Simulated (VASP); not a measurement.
A run of VASP 6.6.1 is set up as follows.

POSCAR

```
SnTe
1.0
    0.0000000000      3.1893545849      3.1893545849
    3.1893545849      0.0000000000      3.1893545849
    3.1893545849      3.1893545849      0.0000000000
Sn Te
1 1
Direct
    0.0000000000      0.0000000000      0.0000000000
    0.5000000000      0.5000000000      0.5000000000
```

File INCAR.step1:

```
PREC     = Accurate       # precision mode
ENCUT    = 520            # plane-wave cutoff, eV
ISMEAR   = -1             # smearing method
SIGMA    = 0.02           # smearing width, eV
LREAL    = False          # projectors in reciprocal space
LASPH    = True           # aspherical terms in the spheres
NELM     = 60             # most SCF steps
NBANDS   = 17             # bands
GGA      = PE             # functional
ALGO     = Normal         # electronic algorithm
EDIFF    = 1E-4           # SCF threshold, eV
LWAVE    = True           # write WAVECAR
LCHARG   = False          # write CHGCAR
```

INCAR.step2

```
PREC     = Accurate       # precision mode
ENCUT    = 520            # plane-wave cutoff, eV
EDIFF    = 1E-6           # SCF threshold, eV
ISMEAR   = -1             # smearing method
SIGMA    = 0.02           # smearing width, eV
LREAL    = False          # projectors in reciprocal space
LASPH    = True           # aspherical terms in the spheres
NELM     = 60             # most SCF steps
ALGO     = Normal         # electronic algorithm
ISIF     = 2              # what is computed and relaxed
LWAVE    = False          # write WAVECAR
LCHARG   = True           # write CHGCAR
METAGGA  = R2SCAN         # meta-GGA
LMIXTAU  = True         
LELF     = True           # ELF
LVHAR    = True         
NBANDS   = 17             # bands
ISTART   = 1
```

KPOINTS

```
Automatic mesh
0
Gamma
  8 8 8
```

Potentials or basis: VASP PAW PBE potentials, release 64 (Sn_d, Te).

The run is started by

```sh
$ cat potpaw_PBE.64/Sn_d/POTCAR potpaw_PBE.64/Te/POTCAR > POTCAR
$ cp INCAR.step1 INCAR
$ mpirun -np 1 vasp_std > vasp.out
$ cp INCAR.step2 INCAR
$ mpirun -np 1 vasp_std > vasp.out
```

Question: Predict the band gap on the k mesh.

Answer: 0.14 eV, direct.

Question: What does it give for the pressure?

Answer: -0.1 GPa.

Caveat: the PAW data sets were made with another functional, which shifts forces and pressure a little; spin-orbit coupling is left out, which moves the levels of the heavy elements.

**What was measured.**

From a printed reference work, textbook, for a bulk crystal of SnTe at 300 K: band gap 0.18 eV (direct).

Measured gap of SnTe: 0.18 eV (direct; 300 K; a printed reference work, textbook). This calculation gives 0.14 eV (-0.04 eV). Spin-orbit coupling on Sn, Te is left out. The value is that of r2SCAN on a finite k mesh, which can miss the band edges, without temperature or zero-point motion.
